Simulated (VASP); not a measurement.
Elastic constants (GPa) of a crystal from PBEsol GGA, VASP's PBE PAW potentials (set 64) run with VASP:

```json
[
 {"": "xx", "xx": "47.1", "yy": "9.7", "zz": "9.7", "yz": "0.0", "xz": "0.0", "xy": "0.0"},
 {"": "yy", "xx": "9.7", "yy": "47.1", "zz": "9.7", "yz": "0.0", "xz": "0.0", "xy": "0.0"},
 {"": "zz", "xx": "9.7", "yy": "9.7", "zz": "47.1", "yz": "0.0", "xz": "0.0", "xy": "0.0"},
 {"": "yz", "xx": "0.0", "yy": "0.0", "zz": "0.0", "yz": "9.4", "xz": "0.0", "xy": "0.0"},
 {"": "xz", "xx": "0.0", "yy": "0.0", "zz": "0.0", "yz": "0.0", "xz": "9.4", "xy": "0.0"},
 {"": "xy", "xx": "0.0", "yy": "0.0", "zz": "0.0", "yz": "0.0", "xz": "0.0", "xy": "9.4"}
]
```

Work out the Voigt, Reuss and Hill moduli, Young's modulus and Poisson's ratio.

All eigenvalues are positive (smallest 9.4 GPa), so the crystal is stable. K_V = (C11+C22+C33+2(C12+C13+C23))/9 = (141.3 + 2×29.1)/9 = 22.2 GPa; G_V = (141.3 − 29.1 + 3×28.2)/15 = 13.1 GPa. From the compliances, K_R = 22.2 GPa and G_R = 11.7 GPa. Hill: K = 22.2 GPa, G = 12.4 GPa, E = 9KG/(3K+G) = 31.4 GPa, ν = (3K−2G)/(2(3K+G)) = 0.264. K/G = 1.78, above Pugh's 1.75; universal anisotropy A^U = 0.59.

With a density of 3.29 g/cm³, what are the mean sound speeds?

v_l = √((K+4G/3)/ρ) = 3.43 km/s and v_t = √(G/ρ) = 1.94 km/s. The crystal is NaBr (rock salt), cubic.

The compound is NaBr in the rock salt structure. It was relaxed first.
